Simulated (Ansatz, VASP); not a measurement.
## Two plane-wave programs on Ag

The input INCAR:

```
PREC = Accurate
ENCUT = 520
EDIFF = 1E-7
ISMEAR = -1
SIGMA = 0.1
LREAL = F
LASPH = T
NELM = 60
ALGO = Normal
ISIF = 2
LWAVE = F
LCHARG = F
GGA = B5
ALDAX = 1.0
AGGAX = 1.0
AGGAC = 1.0
ALDAC = 0.0
NBANDS = 18
```

Contents of KPOINTS:

```
Automatic mesh
0
Gamma
  10 10 10
```

The input POSCAR:

```
Ag
1.0
    0.0000000000      3.1448178224      3.1448178224
    3.1448178224      0.0000000000      3.1448178224
    3.1448178224      3.1448178224      0.0000000000
Ag
2
Direct
    0.1250000000      0.1250000000      0.1250000000
    0.8750000000      0.8750000000      0.8750000000
```

Input for Ansatz:

```yaml
crystal:
  lattice:
    - [0.0, 3.1448178224, 3.1448178224]
    - [3.1448178224, 0.0, 3.1448178224]
    - [3.1448178224, 3.1448178224, 0.0]
  atoms:
    - { symbol: Ag, position: [0.125, 0.125, 0.125] }
    - { symbol: Ag, position: [0.875, 0.875, 0.875] }
hamiltonian:
  xc: blyp
  pseudopotentials:
    kind: paw
    azcp:
      Ag: "pseudopotentials/Ag.paw.azcp"
basis:
  ecutwfc: 420
  fft_grid_basis: typed
kpoints:
  mp_grid: { grid: [10, 10, 10], shift: [0, 0, 0] }
magnetization:
  spin_polarized: false
scf:
  occupations: { method: fermi_dirac, width: 0.1 }
  lower_state_search: "off"
output:
  stress: true
```

Alike in both runs: task single point; functional BLYP; k mesh 10 × 10 × 10; occupations fermi-dirac, width 0.1 eV; no spin polarisation.

|  | VASP | Ansatz |
| --- | --- | --- |
| version | VASP 6.6.1 | Ansatz 0.2.0 |
| potentials or method | VASP PAW PBE potentials, release 64 (Ag) | plane waves (420 eV) with PAW, scalar-relativistic |
| plane-wave cutoff (eV) | 520 | 420 |
| valence electrons in the cell | 22 | 38 |

```tsv
	VASP	Ansatz	Ansatz less VASP
pressure (GPa)	1.2	1.1	-0.03
```

The functional is the same, so the differences come from potentials, cutoffs and numerics. The two sets of potentials don't hold the same shells in valence.

Caveats: the PAW data sets were made with another functional, which shifts forces and pressure a little (VASP).
